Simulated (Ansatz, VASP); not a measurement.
One calculation of Pb, two programs

Contents of INCAR:

```
ALGO = Normal
EDIFF = 1E-6
ENCUT = 520
GGA = RE
ISIF = 2
ISMEAR = -1
LASPH = T
LCHARG = F
LREAL = F
LWAVE = F
NBANDS = 13
NELM = 60
PREC = Accurate
SIGMA = 0.1
```

File KPOINTS:

```
k-points
0
Gamma
  18 18 18
```

Contents of POSCAR:

```
Pb
1.0
    0.0000000000      2.4351718892      2.4351718892
    2.4351718892      0.0000000000      2.4351718892
    2.4351718892      2.4351718892      0.0000000000
Pb
1
Direct
    0.0000000000      0.0000000000      0.0000000000
```

Input for Ansatz:

```yaml
crystal:
  lattice:
    - [0.0, 2.4351718892, 2.4351718892]
    - [2.4351718892, 0.0, 2.4351718892]
    - [2.4351718892, 2.4351718892, 0.0]
  atoms:
    - { symbol: Pb, position: [0.0, 0.0, 0.0] }
hamiltonian:
  xc: revpbe
  pseudopotentials:
    kind: paw
    azcp:
      Pb: "pseudopotentials/Pb.paw.azcp"
basis:
  ecutwfc: 420
  fft_grid_basis: typed
kpoints:
  mp_grid: { grid: [18, 18, 18], shift: [0, 0, 0] }
magnetization:
  spin_polarized: false
scf:
  occupations: { method: fermi_dirac, width: 0.1 }
output:
  stress: true
```

Alike in both runs: task single point; functional revPBE; k mesh 18 × 18 × 18; occupations fermi-dirac, width 0.1 eV; no spin polarisation.

```csv
,VASP,Ansatz
version,VASP 6.6.1,Ansatz 0.2.0
potentials or method,"VASP PAW PBE potentials, release 64 (Pb_d)","plane waves (420 eV) with PAW, scalar-relativistic"
plane-wave cutoff (eV),520,420
valence electrons in the cell,14,14
```

```csv
,VASP,Ansatz,Ansatz less VASP
pressure (GPa),6.4,6.4,+0.07
```

The functional is the same, so the differences come from potentials, cutoffs and numerics.

Caveats: the PAW data sets were made with another functional, which shifts forces and pressure a little (VASP). The runs have no spin-orbit coupling, so splittings on Pb are missing.
